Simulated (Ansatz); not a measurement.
# BaTiO3 (P4mm): zone-centre modes under pressure, part 2 of 3

Aim: how do the optical modes of BaTiO3 (P4mm) move with volume?

Ansatz 0.2.0; DFT PBEsol, scalar-relativistic, plane waves, PAW; PAW set soft_1.

So far: Set-up; Relaxation.

The database entry behind the starting cell differs from later determinations by our own check (c/a about 0.6 % short), so it need not match the best structure at ambient conditions.

## Step 3: Tight relaxation

Phonons need small forces and stress, so the relaxation is finished with tight tolerances on 8×8×8 k points.

File input.yaml:

```yaml
crystal:
  lattice:
    - [3.9557356382, 0.0, 0.0]
    - [0.0, 3.9557356382, 0.0]
    - [0.0, 0.0, 4.0451718889]
  atoms:
    - { symbol: O, position: [0.5, 0.5, 0.0279069984] }
    - { symbol: O, position: [0.5, 0.0, 0.5171762399] }
    - { symbol: O, position: [0.0, 0.5, 0.5171762399] }
    - { symbol: Ti, position: [0.5, 0.5, 0.4827972271] }
    - { symbol: Ba, position: [0.0, 0.0, -0.0020567053] }
kpoints:
  mp_grid: { grid: [8, 8, 8] }
hamiltonian:
  xc: pbesol
  pseudopotentials: { kind: paw, azcp: { folder: soft_1 }, xc_functional: pbe }
scf:
  occupations: { method: fixed }
output:
  forces: true
  stress: true
  eigenvalues: true
relax:
  adjacent_minimum: "off"
  f_tol: 0.001
  max_steps: 60
  cell: { stress_tol: 0.01 }
```

Started as:

```bash
ansatz run input.yaml --threads 4 --pin off --max-ram 16384MiB --backend cpu --events-out ev --progress --plain --runs-dir out
```

Numbers of over 12 decimals in the logs are rounded to 6 here.

Output:

```text
[...]
Crystal: 5 atoms, lattice volume = 63.298 Å³
Basis set: ecut = 420 eV, 1229 PW (Γ), exchange–correlation on 54×54×60 points (8 copies of the dense FFT grid, shifted against one another)
Bands: 25, of which v1, the nominal top of the filled ones, is band 20 counted from 1 (19 counted from 0)
Symmetry: 8 space group operations
[...]
k-points: 75 of 512 (time reversal used)
[...]
--- Relaxed structure (3 steps of the walk, 3 accepted, 1 SCFs on fresh bases) ---
[...]
cell:  # Å, volume = 63.2973 Å³
    - [3.955638, 0, 0]
    - [0, 3.955638, 0]
    - [0, 0, 4.045309]
  atoms:
    - { symbol: O, position: [0.500000, 0.500000, 0.027891] }
    - { symbol: O, position: [0.500000, 0, 0.517184] }
    - { symbol: O, position: [0, 0.500000, 0.517184] }
    - { symbol: Ti, position: [0.500000, 0.500000, 0.482779] }
    - { symbol: Ba, position: [0, 0, -0.00203732] }
[key lines of the parts left out:]
SCF converged after 10 iterations
Free energy (F): -10027.638632 eV
Fermi energy:    10.412379 eV
P = ⅓ Tr σ = -0.0001 GPa (-0.001 kbar)
```

Wall time 17 s (4 threads of Arm Neoverse V1, shared host); peak memory 0.49 GiB.

Little changed from the start: no atom moved by 0.005 Å and no cell edge by 0.1 %.

This step gave:

| Property | Result |
| --- | --- |
| pressure | -1.31e-4 GPa |

The largest force component left is 0.41 meV/Å and the pressure is 0.000 GPa, within the tolerances set. The cell now holds 12.66 Å³/atom.

## Step 4: Zone-centre response at rest

The modes at rest are the reference of the series, and the response to a field gives the dielectric tensor and the Born charges.

input.yaml, the sections that differ from step 3:

```yaml
crystal:
  lattice:
    - [3.9556383701, 0.0, 0.0]
    - [0.0, 3.9556383701, 0.0]
    - [0.0, 0.0, 4.0453093187]
  atoms:
    - { symbol: O, position: [0.5, 0.5, 0.0278909301] }
    - { symbol: O, position: [0.5, 0.0, 0.517183806] }
    - { symbol: O, position: [0.0, 0.5, 0.517183806] }
    - { symbol: Ti, position: [0.5, 0.5, 0.4827787766] }
    - { symbol: Ba, position: [0.0, 0.0, -0.0020373187] }
output:
  eigenvalues: true
phonons:
  method: dfpt
  dielectric: true
  rigid_motions: translations
  raman: true
# kpoints, hamiltonian, scf: as in step 3
# relax: removed
```

Output:

```text
[...]
Crystal: 5 atoms, lattice volume = 63.297 Å³
Basis set: ecut = 420 eV, 1229 PW (Γ), exchange–correlation on 54×54×60 points (8 copies of the dense FFT grid, shifted against one another)
Bands: 25, of which v1, the nominal top of the filled ones, is band 20 counted from 1 (19 counted from 0)
Symmetry: 8 space group operations
k-points: 260 of 512 (irreducible under 1 space group operation, time reversal used)
[...]
SCF iter   1: F=—  HF=-10028.065782 eV  |F-HF|=—  |Δ(HF+E_count)|=         —  Δρ=5.59e-2  dr2=1.99e0  ethr=3.10e-3  ⟨swp⟩=4.8  Hψ=25313  notcnv=0  defer=541
[...]
SCF iter  11: F=-10027.638632 eV  HF=-10027.638632 eV  |F-HF|=3.64e-12  |Δ(HF+E_count)|=  3.98e-10  Δρ=2.58e-7  dr2=4.88e-11  ethr=1.00e-12  ⟨swp⟩=10.4  Hψ=46324  notcnv=0
SCF 1 converged in 11 iterations: F = -10027.638632 eV  dr2 = 4.88e-11
[...]
DFPT response loops at Γ: preconditioner auto → none (the input reference at scf.mixing.eps_inf says where Resta's filter doesn't serve); β = 0.50; Broyden in place of MSR1
── the response to a field inside a basis, on 8×8×8 k-points: an SCF that follows is theirs, and a resumed run solves both again ──
Bands: 21, of which v1, the nominal top of the filled ones, is band 20 counted from 1 (19 counted from 0)
k-points: 40 of 512 (time reversal used)
[...]
Eigensolver: Dense (40 Hₖ)
SCF iter   1: F=—  HF=-10027.630488 eV  |F-HF|=—  |Δ(HF+E_count)|=         —  Δρ=3.24e-4  dr2=1.29e-5  ethr=1.00e-1
[...]
SCF iter   8: F=-10027.630491 eV  HF=-10027.630491 eV  |F-HF|=7.28e-12  |Δ(HF+E_count)|=  2.73e-11  Δρ=8.17e-8  dr2=4.23e-12  ethr=1.00e-12
SCF 1 converged in 8 iterations: F = -10027.630491 eV  dr2 = 4.23e-12
[...]
SCF converged after 11 iterations
Free energy (F): -10027.638632 eV
[...]
Internal energy: -10027.638632 eV  (E = F + TS)
E sigma→0 (E₀):  -10027.638632 eV
Fermi energy:    10.412379 eV
[...]
--- Band table (eV; the first three rows and the last of 260) ---
  k-point 0: bands = [... 16 lower, 9.1223, 9.9566, 10.0458, 10.0458, 12.2652, 12.6443, 12.6443, 14.6947, ... 1 higher]
  k-point 1: bands = [... 16 lower, 8.9949, 9.6450, 9.9991, 9.9991, 12.2834, 12.8757, 12.8757, 14.6920, ... 1 higher]
  k-point 2: bands = [... 16 lower, 8.7170, 9.0509, 9.8831, 9.8831, 12.3282, 13.3953, 13.3953, 14.6904, ... 1 higher]
  k-point 259: bands = [... 16 lower, 7.9732, 10.1892, 10.1892, 10.4124, 14.7275, 14.7275, 14.7778, 16.9184, ... 1 higher]
--- Phonons (Γ-DFPT): 9 representative perturbations + reference, on 260 of 512 k-points (Σ response iterations 31) ---
  k mesh reduced under 1 symmetry operation, with k and −k counted as one. Each operation leaves every solved perturbation unchanged. A smaller set is not considered because the run solves the response to a homogeneous field
  ASR residual: 1.701e-4 → 0.000e0 eV/Å²; symmetrization residual: 6.203e-6 eV/Å²
  ASR residual per site (eV/Å²): 3.52e-5 1.57e-5 1.57e-5 6.71e-5 1.70e-4
  Γ frequencies (cm⁻¹): -112.00 -112.00 0.00 0.00 0.00 163.50 170.26 170.26 283.09 286.79 286.79 311.91 467.80 467.80 519.28
  ε∞ (high-frequency dielectric tensor):
        6.441734     0.000000    -0.000000
        0.000000     6.441734     0.000000
       -0.000000     0.000000     5.728933
  softest optical mode at Γ: -112.00 cm⁻¹; the repairs (sum rule, projections) moved no ω² at Γ by more than (1.48 cm⁻¹)²
  Born effective charges Z* (e; rows j = field, columns β = displacement):
    site 0:
        -2.03054    0.00000   -0.00000
         0.00000   -2.03054    0.00000
         0.00000    0.00000   -4.66914
    site 1:
        -2.14515    0.00000    0.00000
         0.00000   -5.61222    0.00000
         0.00000    0.00000   -1.96560
    site 2:
        -5.61222    0.00000    0.00000
         0.00000   -2.14515    0.00000
         0.00000    0.00000   -1.96560
    site 3:
         7.02831    0.00000   -0.00000
         0.00000    7.02831    0.00000
        -0.00000    0.00000    5.73955
    site 4:
         2.75960    0.00000   -0.00000
         0.00000    2.75960    0.00000
        -0.00000    0.00000    2.86078
  Z* charge neutrality: 1.439e-3 e pre-enforcement
  solved inside a basis spanned on kpoints, on 8×8×8 k-points: ε∞ is read to err by 2.0e-2, Z* by 2.6e-2 e (field_mesh: kpoints solves on kpoints); Z* is corrected for what the basis lacks
  Raman tensors (in the event stream and the table raman_tensors.tsv): an entry may err by 1.5e0 Å², one of the second-order susceptibility by 1.3e0 pm/V (basis, points and sum rule); their sum over the sites missed zero by 8.016e-5 Å² ahead of its enforcement
  optical modes at Γ without the LO–TO term, one row a degenerate level:
      ω (cm⁻¹)  modes    IR ((D/Å)²/amu)  static Raman (Å⁴/amu)  depolarisation
       -112.00      2           154.1652               247.9930           0.750
        163.50      1             6.2807                 5.5501           0.025
        170.26      2             3.8074                 0.2428           0.750
        283.09      1             0.0000                10.1783           0.750
        286.79      2             0.5277                38.8723           0.750
        311.91      1            38.9848               715.5839           0.034
        467.80      2             7.6756                26.8501           0.750
        519.28      1            14.5666               942.5113           0.025
  optical modes at Γ + LO–TO along q̂ = [1.0000, 0.0000, 0.0000]:
      ω (cm⁻¹)  modes    IR ((D/Å)²/amu)  static Raman (Å⁴/amu)  depolarisation
       -112.00      1            77.0826               123.9965           0.750
        163.50      1             6.2807                 5.5501           0.025
        166.92      1             0.0236                 4.2628           0.750
        170.26      1             1.9037                 0.1214           0.750
        283.09      1             0.0000                10.1783           0.750
        286.07      1             0.0239                14.1850           0.750
        286.79      1             0.2639                19.4362           0.750
        311.91      1            38.9848               715.5839           0.034
        445.42      1             3.3213                 0.4162           0.750
        467.80      1             3.8378                13.4251           0.750
        519.28      1            14.5666               942.5113           0.025
        666.38      1            79.7192                 6.4661           0.750
  optical modes at Γ + LO–TO along q̂ = [0.0000, 1.0000, 0.0000]:
      ω (cm⁻¹)  modes    IR ((D/Å)²/amu)  static Raman (Å⁴/amu)  depolarisation
       -112.00      1            77.0826               123.9965           0.750
        163.50      1             6.2807                 5.5501           0.025
        166.92      1             0.0236                 4.2628           0.750
        170.26      1             1.9037                 0.1214           0.750
        283.09      1             0.0000                10.1783           0.750
        286.07      1             0.0239                14.1850           0.750
        286.79      1             0.2639                19.4362           0.750
        311.91      1            38.9848               715.5839           0.034
        445.42      1             3.3213                 0.4162           0.750
        467.80      1             3.8378                13.4251           0.750
        519.28      1            14.5666               942.5113           0.025
        666.38      1            79.7192                 6.4661           0.750
  optical modes at Γ + LO–TO along q̂ = [0.0000, 0.0000, 1.0000]:
      ω (cm⁻¹)  modes    IR ((D/Å)²/amu)  static Raman (Å⁴/amu)  depolarisation
       -112.00      2           154.1652               247.9930           0.750
        170.26      2             3.8074                 0.2428           0.750
        184.74      1             0.2316                61.6634           0.068
        283.09      1             0.0000                10.1783           0.750
        286.79      2             0.5277                38.8723           0.750
        453.06      1             4.0979                44.7869           0.002
        467.80      2             7.6756                26.8501           0.750
        711.47      1            55.5027               709.5597           0.049
```

The job ended after 5 min (4 threads; peak memory 2 GiB).

The column dr2 measures how far the density is from self-consistency, as an energy; F and HF (Harris–Foulkes) agree once it is small.

Numbers from this step:

```
sum-rule residual before enforcement                    : 1.70e-4 eV/Å²
miss of the charge sum rule                             : 0.001439 e
estimated error of the dielectric tensor                : 0.02042
estimated error of the Born charges                     : 0.02565 e
point group                                             : 4mm
highest optical mode at the zone centre (no LO-TO term) : 519.3 cm⁻¹
lowest optical zone-centre mode                         : -112 cm⁻¹
mean high-frequency dielectric constant                 : 6.204
largest Born charge (third of the trace)                : 6.599 e
top of the zone-centre spectrum with the field          : 711.5 cm⁻¹
```

Without the LO-TO term. Patterns of degenerate modes are one choice out of their space. Modes at Γ, with each element's share of the kinetic energy (negative means imaginary):

```tsv
mode	frequency (cm⁻¹)	symmetry	O %	Ti %	Ba %
1	-112.0	E	55	45	0
2	-112.0	E	55	45	0
3	0.0	acoustic	21	21	59
4	0.0	acoustic	21	21	59
5	0.0	acoustic	21	21	59
6	163.5	A1	38	21	41
7	170.3	E	27	32	41
8	170.3	E	27	32	41
9	283.1	B1	100	0	0
10	286.8	E	100	0	0
11	286.8	E	100	0	0
12	311.9	A1	43	57	1
13	467.8	E	98	2	0
14	467.8	E	98	2	0
15	519.3	A1	99	1	0
```

Displacements in mode 1 (-112.0 cm⁻¹), the largest set to 1:
```
O1  -0.51 -0.01  0.00
O2  -0.70 -0.03  0.00
O3  -1.00 -0.02  0.00
Ti4  0.70  0.02  0.00
Ba5  0.01  0.00  0.00
```

Displacements in mode 13 (467.8 cm⁻¹), the largest set to 1:
```
O1  -0.60 -0.02  0.00
O2  -0.66  0.03  0.00
O3   1.00 -0.02  0.00
Ti4  0.11  0.00  0.00
Ba5 -0.01  0.00  0.00
```

Optical modes at the zone centre, without and with the macroscopic field of the longitudinal modes; each column is sorted by frequency, so a row need not hold one and the same mode. Modes with and without the field, by row:

```tsv
rank among optical modes	no field (cm⁻¹)	q along (1, 0, 0) (cm⁻¹)	q along (0, 0, 1) (cm⁻¹)
1	-112	-112	-112
2	-112	163.5	-112
3	163.5	166.9	170.3
4	170.3	170.3	170.3
5	170.3	283.1	184.7
6	283.1	286.1	283.1
7	286.8	286.8	286.8
8	286.8	311.9	286.8
9	311.9	445.4	453.1
10	467.8	467.8	467.8
11	467.8	519.3	467.8
12	519.3	666.4	711.5
```

Born charge (rows field, columns displacement) (e), principal values of the symmetric part by kind of site:

```tsv
atom	atoms with these values	low	middle	high	mean
O1	1	-4.67	-2.03	-2.03	-2.91
O2	2	-5.61	-2.15	-1.97	-3.24
Ti4	1	5.74	7.03	7.03	6.60
Ba5	1	2.76	2.76	2.86	2.79
```

In full for O1:

```
-2.03  0.00  0.00
 0.00 -2.03  0.00
 0.00  0.00 -4.67
```

High-frequency dielectric tensor:

```
6.44 0.00 0.00
0.00 6.44 0.00
0.00 0.00 5.73
```

Transverse modes; imaginary modes are left out. Lines of the infrared spectrum (strongest = 100):

```tsv
position (cm⁻¹)	label	relative intensity
164	A1	16
170	E	10
283	B1	0.0
287	E	1.4
312	A1	100
468	E	20
519	A1	37
```

Activity x (w_L - w)^4 (n + 1)/w, 532 nm, 300 K; imaginary modes are left out; the tensors are static ones, while 532 nm light lies above the computed direct gap, where resonance would change the heights; modes without the macroscopic field alone. Lines of the Raman spectrum (strongest = 100):

```tsv
position (cm⁻¹)	label	relative intensity
164	A1	2.2
170	E	0.1
283	B1	1.6
287	E	6.2
312	A1	100
468	E	2.1
519	A1	64
```

Before it was imposed, the acoustic sum rule was missed by 1.7e-4 eV/Å² and the charge sum rule by 0.0014 e. Small misses are needed for a sound result but don't prove that mesh and cutoff are converged. The lowest optical mode is imaginary, 112.0i cm⁻¹, so the energy falls along it.

## Step 5: A member of the series: 1.06 times the volume at rest

The cell is set to 1.06 times the volume at rest, and shape and atoms relax at that volume.

input.yaml, the sections that differ from step 4:

```yaml
crystal:
  lattice:
    - [3.9954342222, 0.0, 0.0]
    - [0.0, 3.9954342222, 0.0]
    - [0.0, 0.0, 4.2030329211]
  atoms:
    - { symbol: O, position: [0.5, 0.5, 0.0398852419] }
    - { symbol: O, position: [0.5, 0.0, 0.5201907239] }
    - { symbol: O, position: [0.0, 0.5, 0.5201907239] }
    - { symbol: Ti, position: [0.5, 0.5, 0.4731352266] }
    - { symbol: Ba, position: [0.0, 0.0, -0.0104019162] }
output:
  forces: true
  stress: true
  eigenvalues: true
relax:
  adjacent_minimum: "off"
  f_tol: 0.001
  max_steps: 60
  cell: { stress_tol: 0.01, fix: [volume] }
# kpoints, hamiltonian, scf: as in step 4
# phonons: removed
```

Output:

```text
[...]
Crystal: 5 atoms, lattice volume = 67.095 Å³
Basis set: ecut = 420 eV, 1303 PW (Γ), exchange–correlation on 54×54×60 points (8 copies of the dense FFT grid, shifted against one another)
Bands: 25, of which v1, the nominal top of the filled ones, is band 20 counted from 1 (19 counted from 0)
Symmetry: 8 space group operations
[...]
k-points: 75 of 512 (time reversal used)
[...]
cell:  # Å, volume = 67.0951 Å³
    - [3.969920, 0.0, 0]
    - [0.0, 3.969920, 0.0]
    - [0, 0.0, 4.257231]
  atoms:
    - { symbol: O, position: [0.500000, 0.500000, 0.046519] }
    - { symbol: O, position: [0.500000, 0.0, 0.522067] }
    - { symbol: O, position: [0, 0.500000, 0.522067] }
    - { symbol: Ti, position: [0.500000, 0.500000, 0.468737] }
    - { symbol: Ba, position: [0, 0.0, -0.016390] }
[key lines of the parts left out:]
SCF converged after 7 iterations
Free energy (F): -10027.567047 eV
Fermi energy:    9.773552 eV
P = ⅓ Tr σ = -5.3340 GPa (-53.340 kbar)
```

Elapsed: 44 s, on 4 threads; peak memory 0.44 GiB.

The steps of the relaxation:

```tsv
step	energy less that of the first step (eV)	largest force component (eV/Å)	pressure (GPa)	volume (Å³)
1	0.0000	0.2421	-6.82	67.10
2	-0.0013	0.2713	-6.47	67.10
3	-0.0031	0.1980	-6.22	67.10
4	-0.0052	0.0442	-5.49	67.10
5	-0.0056	0.0193	-5.42	67.10
6	-0.0056	0.0034	-5.39	67.10
7	-0.0056	0.0003	-5.39	67.10
8*	-0.0059	0.0009	-5.39	67.10
9	-0.0059	0.0055	-5.32	67.10
10	-0.0059	0.0002	-5.33	67.10
11*	-0.0059	0.0002	-5.33	67.10
```

Relaxation steps marked * repeat the geometry before them on a plane-wave basis chosen anew for their cell, so energy and pressure can jump there.

The run keeps the 8 symmetry operations that it works with, so distortions that break them were not tested.

```tsv
conventional cell, symmetrised	before	after	change
a (Å)	3.995	3.970	-0.6 %
b (Å)	3.995	3.970	-0.6 %
c (Å)	4.203	4.257	+1.3 %
volume (Å³/atom)	13.42	13.42	-0.0 %
```

The atoms that moved most (Å, as changes of fractional coordinates times the final cell):

```tsv
atom	dx	dy	dz	length
O1	0.000	0.000	0.028	0.028
Ba5	0.000	0.000	-0.025	0.025
Ti4	0.000	0.000	-0.019	0.019
O2	0.000	0.000	0.008	0.008
O3	0.000	0.000	0.008	0.008
```

The relaxed structure:

```cif
data_structure
_symmetry_space_group_name_H-M 'P 1'
_symmetry_Int_Tables_number 1
_cell_length_a 3.9699
_cell_length_b 3.9699
_cell_length_c 4.2572
_cell_angle_alpha 90.000
_cell_angle_beta 90.000
_cell_angle_gamma 90.000
_cell_volume 67.10
loop_
_atom_site_label
_atom_site_type_symbol
_atom_site_fract_x
_atom_site_fract_y
_atom_site_fract_z
_atom_site_occupancy
O1 O 0.50000 0.50000 0.04652 1
O2 O 0.50000 0.00000 0.52207 1
O3 O 0.00000 0.50000 0.52207 1
Ti4 Ti 0.50000 0.50000 0.46874 1
Ba5 Ba 0.00000 0.00000 0.98361 1
```

This step gave:

| Item | Value |
| --- | --- |
| pressure | -5.334 GPa |
| gap on the k-mesh | 1.824 eV |
| volume per atom | 13.42 Å³ |

The largest force component left is 0.19 meV/Å, at a pressure of -5.33 GPa.

[end of part 2 of 3]

[Logs are printed without paths, hosts, clocks, repeated set-up lines and the standing remarks that a program may print on its own settings, such as how far it seeks lower states.]

[Hosts, paths, dates, database ids (printed as entryN), source tags and the programs' standing remarks are cut or masked in the printed files.]
